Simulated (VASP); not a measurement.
Set up this calculation in VASP 6.6.1, as the native input.

```
Task                   : single point
Functional             : LDA
Potentials or basis    : VASP PAW LDA potentials, release 64 (C)
Cutoff                 : 520 eV
k mesh                 : 14 × 14 × 14
Occupations            : gaussian, width 0.05 eV
Spin                   : no spin polarisation
Dipole correction      : no
Further INCAR settings : ALGO = Fast; EDIFF = 1e-06; NBANDS = 11
```

The structure of C lies in POSCAR:

```
C
1.0
    0.0000000000      2.1270000000      3.3480000000
    1.2280000000      0.0000000000      3.3480000000
    1.2280000000      2.1270000000      0.0000000000
C
2
Direct
    0.1666700000      0.8333300000      0.1666700000
    0.8333300000      0.1666700000      0.8333300000
```

This isn't the form of C at room conditions, which is graphite.

These files were run (other wordings do the same):

INCAR

```
SYSTEM = C
PREC = Accurate
ENCUT = 520
EDIFF = 1E-6
ISMEAR = 0
SIGMA = 0.05
LREAL = .FALSE.
LASPH = .TRUE.
NELM = 100
ALGO = Fast
ISIF = 2
LWAVE = .FALSE.
LCHARG = .FALSE.
NBANDS = 11
```

KPOINTS

```
Automatic mesh
0
G
  14 14 14
  0 0 0
```

Potentials or basis: VASP PAW LDA potentials, release 64 (C).

Run with:

```sh
$ cat potpaw_LDA.64/C/POTCAR > POTCAR
$ mpirun -np 1 vasp_std > vasp.out
```

It gave:

The pressure is -3.0 GPa, the largest force is 0.035 eV/Å and the band gap on the k mesh is 0.32 eV, indirect (least direct gap 0.41 eV).

Wall time 59 s on 1 thread of Intel(R) Xeon(R) Platinum 8559C (Emerald Rapids), on a shared host, peak memory 0.17 GiB.
